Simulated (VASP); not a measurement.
# AgCl (Pm-3m) in VASP: notebook

Runs on AgCl. Level: PBE. Tasks: single point.

Program: VASP 6.6.1. These are calculated values, not measurements. Logs are shortened: lines on timing, memory, paths and dates and some standing lists are left out, and cuts for length are marked.

**1. The structure**

Symmetry: Pm-3m, No. 221, cubic system. Conventional cell: a = 3.434 Å, b = 3.434 Å, c = 3.434 Å, α = 90.00°, β = 90.00°, γ = 90.00°. Ag (site symmetry m-3m) is surrounded by 8 Cl at 2.97 Å. Cl (site symmetry m-3m) is surrounded by 8 Ag at 2.97 Å.

Measurements of this composition are mostly on another form, of space group No. 225.

**2. Single point, PBE**

INCAR reads:

```
PREC     = Accurate       # precision mode
ENCUT    = 520            # plane-wave cutoff, eV
EDIFF    = 1E-6           # SCF threshold, eV
ISMEAR   = 0              # smearing method
SIGMA    = 0.05           # smearing width, eV
LREAL    = F              # projectors in reciprocal space
LASPH    = T              # aspherical terms in the spheres
NELM     = 100            # most SCF steps
ALGO     = Normal         # electronic algorithm
ISIF     = 2              # what is computed and relaxed
LWAVE    = F              # write WAVECAR
LCHARG   = F              # write CHGCAR
GGA      = PE             # functional
ADDGRID  = F
```

KPOINTS reads:

```
Automatic mesh
0
Gamma
  7 7 7
```

POSCAR reads:

```
AgCl
1.0
    3.4339730000      0.0000000000      0.0000000000
    0.0000000000      3.4339730000      0.0000000000
    0.0000000000      0.0000000000      3.4339730000
Ag Cl
1 1
Direct
    0.0000000000      0.0000000000      0.0000000000
    0.5000000000      0.5000000000      0.5000000000
```

Potentials or basis: VASP PAW PBE potentials, release 64 (Ag, Cl).

Command:

```
$ cat potpaw_PBE.64/Ag/POTCAR potpaw_PBE.64/Cl/POTCAR > POTCAR
$ mpirun -np 1 vasp_std > vasp.out
```

OUTCAR:

```text
PREC = Accurate
   ENCUT = 520
   EDIFF = 1E-6
   ISMEAR = 0
   LREAL = F
   LASPH = T
   NELM = 100
   ISIF = 2
   GGA = PE

 Found     20 irreducible k-points:

 Following reciprocal coordinates:
            Coordinates               Weight
  0.000000  0.000000  0.000000      1.000000
  0.142857  0.000000  0.000000      6.000000
  0.285714  0.000000  0.000000      6.000000
  0.428571  0.000000  0.000000      6.000000
  0.142857  0.142857  0.000000     12.000000
  0.285714  0.142857  0.000000     24.000000
   k-points           NKPTS =     20   k-points in BZ     NKDIM =     20   number of bands    NBANDS=     13
   number of dos      NEDOS =    301   number of ions     NIONS =      2
   total plane-waves  NPLWV =  21952
   dimension x,y,z NGX =    28 NGY =   28 NGZ =   28
   dimension x,y,z NGXF=    56 NGYF=   56 NGZF=   56
   ions per type =               1   1
   NGX,Y,Z   is equivalent  to a cutoff of  13.56, 13.56, 13.56 a.u.
   NGXF,Y,Z  is equivalent  to a cutoff of  27.11, 27.11, 27.11 a.u.
 SYSTEM =  unknown system
   PREC   = accura    normal or accurate (medium, high low for compatibility)
   ISTART =      0    job   : 0-new  1-cont  2-samecut
   ICHARG =      2    charge: 1-file 2-atom 10-const
   ISPIN  =      1    spin polarized calculation?
   LNONCOLLINEAR =      F non collinear calculations
   LSORBIT =      F    spin-orbit coupling
   LASPH  =      T    aspherical Exc in radial PAW
   ENCUT  =  520.0 eV  38.22 Ry    6.18 a.u.   6.38  6.38  6.38*2*pi/ulx,y,z
   NELM   =    100;   NELMIN=  2; NELMDL= -5     # of ELM steps
   EDIFF  = 0.1E-05   stopping-criterion for ELM
   LREAL  =      F    real-space projection
   EDIFFG = 0.1E-04   stopping-criterion for IOM
   NSW    =      0    number of steps for IOM
   IBRION =     -1    ionic relax: 0-MD 1-quasi-New 2-CG
   NFREE  =      0    steps in history (QN), initial steepest desc. (CG)
   ISIF   =      2    stress and relaxation
   ISYM   =      2    0-nonsym 1-usesym 2-fastsym
   POTIM  = 0.5000    time-step for ionic-motion
   TEBEG  =    0.0;   TEEND  =   0.0 temperature during run
   PSTRESS=    0.0 pullay stress
   NELECT =      18.0000    total number of electrons
   NUPDOWN=      -1.0000    fix difference up-down
   EMIN   =  10.00;   EMAX   =-10.00  energy-range for DOS
   EFERMI =   0.00;   METHOD = LEGACY
   ISMEAR =     0;   SIGMA  =   0.05  broadening in eV -4-tet -1-fermi 0-gaus
   EFERMI_NEDOS =   21; number of points for ismear=-14 and -15
   IALGO  =     38    algorithm
   IMIX   =      4    mixing-type and parameters
     AMIX     =   0.40;   BMIX     =  1.00
     AMIX_MAG =   1.60;   BMIX_MAG =  1.00
  volume/ion in A,a.u.               =      20.25       136.63
  Fermi-wavevector in a.u.,A,eV,Ry     =   1.249402  2.361027 21.238760  1.561005
  Thomas-Fermi vector in A             =   2.383444
   LORBIT       =      0    0 simple, 1 ext, 2 COOP (PROOUT), +10 PAW based schemes
   GGA     = PE    functional components
   LHFCALC =     F    Hartree Fock is set to
   AEXX    =    0.0000 exact exchange contribution
   IVDW    =     0    specifies the selected vdW correction
   LEPSILON=     F    determine dielectric tensor
   LRPA    =     F    only Hartree local field effects (RPA)
 non-spin polarized calculation
 Gauss-broadening in eV      SIGMA  =   0.05
  energy-cutoff  :      520.00
  volume of cell :       40.49
 maximum number of plane-waves:      1100
 NGX is ok and might be reduce to    28
   NGX = 13   NGY = 13   NGZ = 13

 number of electron      18.0000002 magnetization

 Free energy of the ion-electron system (eV)
  ---------------------------------------------------
  ext. energy  EPLUGINS =         0.00000000
  ---------------------------------------------------
  free energy    TOTEN  =        -5.12162828 eV

  energy without entropy =       -5.12162828  energy(sigma->0) =       -5.12162828

 E-fermi :   4.0644     XC(G=0): -10.3847

 val. band max:        3.8327239729   @ k =   0.4286   0.0000   0.0000
 cond. band min:       4.4589375985   @ k =   0.0000   0.0000   0.0000
 fundamental gap:      0.6262136255
 Fermi energy:         4.0643952609

 k-point     1 :       0.0000    0.0000    0.0000
  band No.  band energies     occupation
      1     -10.6831      2.00000
      2       1.1703      2.00000
      3       1.1703      2.00000
      4       2.1074      2.00000
      5       2.1074      2.00000
      6       2.1074      2.00000
      7       2.3845      2.00000
      8       2.3845      2.00000
      9       2.3845      2.00000
     10       4.4589      0.00000
     11      13.3224      0.00000
     12      13.3224      0.00000
     13      17.5440      0.00000

 k-point     2 :       0.1429    0.0000    0.0000
  band No.  band energies     occupation
      1     -10.6030      2.00000
      2       0.8581      2.00000
      3       1.1970      2.00000
      4       1.6807      2.00000
      5       1.6807      2.00000
      6       1.9210      2.00000
      7       2.1167      2.00000
      8       2.8822      2.00000
      9       2.8822      2.00000
     10       5.3563      0.00000
     11      13.2924      0.00000
     12      13.3207      0.00000
     13      16.4808      0.00000

 k-point     3 :       0.2857    0.0000    0.0000
  band No.  band energies     occupation
      1     -10.4115      2.00000
      2      -0.2428      2.00000
      3       1.2578      2.00000
      4       1.2807      2.00000
      5       1.2807      2.00000
      6       2.1089      2.00000
      7       2.1379      2.00000
      8       3.4579      2.00000
      9       3.4579      2.00000
     10       6.7224      0.00000
     11      12.0678      0.00000
     12      13.3160      0.00000
     13      14.9622      0.00000

 k-point     4 :       0.4286    0.0000    0.0000
  band No.  band energies     occupation
      1     -10.2448      2.00000
      2      -1.0103      2.00000
      3       1.0655      2.00000
      4       1.0655      2.00000
      5       1.3076      2.00000
      6       2.1549      2.00000
      7       2.4186      2.00000
      8       3.8327      2.00000
      9       3.8327      2.00000
     10       8.1871      0.00000
     11      10.0958      0.00000
     12      13.3111      0.00000
     13      14.0344      0.00000

 k-point     5 :       0.1429    0.1429    0.0000
  band No.  band energies     occupation
      1     -10.5270      2.00000
      2       0.7754      2.00000
      3       1.0037      2.00000
      4       1.4288      2.00000
      5       1.5732      2.00000
      6       2.0538      2.00000
      7       2.3632      2.00000
      8       2.3977      2.00000
      9       3.1076      2.00000
     10       6.1086      0.00000
     11      13.2156      0.00000
     12      13.4623      0.00000
     13      15.0620      0.00000

 k-point     6 :       0.2857    0.1429    0.0000
  band No.  band energies     occupation
      1     -10.3463      2.00000
      2      -0.1308      2.00000
      3       0.9981      2.00000
      4       1.3327      2.00000
      5       1.4201      2.00000
      6       2.0541      2.00000
      7       2.1842      2.00000
      8       2.8830      2.00000
      9       3.4792      2.00000
     10       7.2735      0.00000
     11      11.8487      0.00000
     12      13.5123      0.00000
     13      14.5554      0.00000

 [... further k-points ...]

------------------------ aborting loop because EDIFF is reached ----------------------------------------

  FORCE on cell =-STRESS in cart. coord.  units (eV):
  Direction    XX          YY          ZZ          XY          YZ          ZX
  --------------------------------------------------------------------------------------
  -------------------------------------------------------------------------------------
  Total       -0.0628980     -0.0628980     -0.0628980     -0.0000000     -0.0000000      0.0000000
  in kB       -2.4886111     -2.4886111     -2.4886111     -0.0000000     -0.0000000      0.0000000
  external PRESSURE =      -2.4886111 kB  Pullay stress =       0.0000000 kB

 VOLUME and BASIS-vectors are now :
 -----------------------------------------------------------------------------
  energy-cutoff  :      520.00
  volume of cell :       40.49
      direct lattice vectors                 reciprocal lattice vectors
     3.433973000  0.000000000  0.000000000     0.291207881  0.000000000  0.000000000
     0.000000000  3.433973000  0.000000000     0.000000000  0.291207881  0.000000000
     0.000000000  0.000000000  3.433973000     0.000000000  0.000000000  0.291207881

 POSITION                                       TOTAL-FORCE (eV/Angst)
 -----------------------------------------------------------------------------------
      0.00000      0.00000      0.00000         0.000000      0.000000      0.000000
      1.71699      1.71699      1.71699         0.000000      0.000000      0.000000
 -----------------------------------------------------------------------------------
    total drift:                               -0.000000      0.000000      0.000000

  FREE ENERGIE OF THE ION-ELECTRON SYSTEM (eV)
  ---------------------------------------------------
  free  energy   TOTEN  =        -5.1216282777 eV

  energy  without entropy=       -5.1216282777  energy(sigma->0) =       -5.12162828
```

Wall time 6 s (1 thread of AMD EPYC 9R45 (Zen 5), shared host); peak memory 0.12 GiB.

The run converged, but some of its settings lie outside the range that counts as converged, so its numbers aren't taken as properties of the crystal.

What came out:

* Free energy: -5.1216 eV
* Pressure: -0.2 GPa
* Band gap on the k mesh: 0.63 eV, indirect (least direct gap 2.07 eV)

Caveat: an odd mesh through Γ misses points on the zone boundary, where band edges often lie.

**3. Single point, PBE**

INCAR: that of step 2 with these lines changed.

```diff
@@ -1,2 +1,2 @@
-PREC     = Accurate       # precision mode
+PREC     = Low            # precision mode
 ENCUT    = 520            # plane-wave cutoff, eV
```

KPOINTS is that of step 2.

POSCAR is that of step 2.

Potentials or basis: VASP PAW PBE potentials, release 64 (Ag, Cl).

Command:

```
$ cat potpaw_PBE.64/Ag/POTCAR potpaw_PBE.64/Cl/POTCAR > POTCAR
$ mpirun -np 1 vasp_std > vasp.out
```

Wall time 3.5 s (1 thread of AMD EPYC 9R45 (Zen 5), shared host); peak memory 0.08 GiB.

These settings aren't checked as converged: the numbers below hold their error.

What came out:

| Property | Result |
| --- | --- |
| Free energy | -5.1228 eV |
| Pressure | -0.2 GPa |
| Band gap on the k mesh | 0.63 eV, indirect (least direct gap 2.07 eV) |

Caveat: an odd mesh through Γ misses points on the zone boundary, where band edges often lie.

**4. Single point, PBE**

INCAR: that of step 3 with these lines changed.

```diff
@@ -1,2 +1,2 @@
-PREC     = Low            # precision mode
+PREC     = Normal         # precision mode
 ENCUT    = 520            # plane-wave cutoff, eV
```

KPOINTS is that of step 3.

POSCAR is that of step 3.

Command:

```
$ cat potpaw_PBE.64/Ag/POTCAR potpaw_PBE.64/Cl/POTCAR > POTCAR
$ mpirun -np 1 vasp_std > vasp.out
```

It took 3.6 s on 1 thread of AMD EPYC 9R45 (Zen 5), shared host; peak memory 0.1 GiB.

These settings aren't checked as converged: the numbers below hold their error.

Results:

* Free energy: -5.1216 eV
* Pressure: -0.2 GPa
* Band gap on the k mesh: 0.63 eV, indirect (least direct gap 2.07 eV)

Caveat: an odd mesh through Γ misses points on the zone boundary, where band edges often lie.

**5. The reference run**

An earlier run on the cell as given: functional PBE; potentials or basis VASP PAW PBE potentials, release 64 (Ag, Cl); cutoff 520 eV; k mesh 8 × 8 × 8; occupations fermi-dirac, width 0.05 eV; no spin polarisation.

* Pressure: -0.3 GPa
* Band gap on the k mesh: 0.57 eV, indirect (least direct gap 2.08 eV)
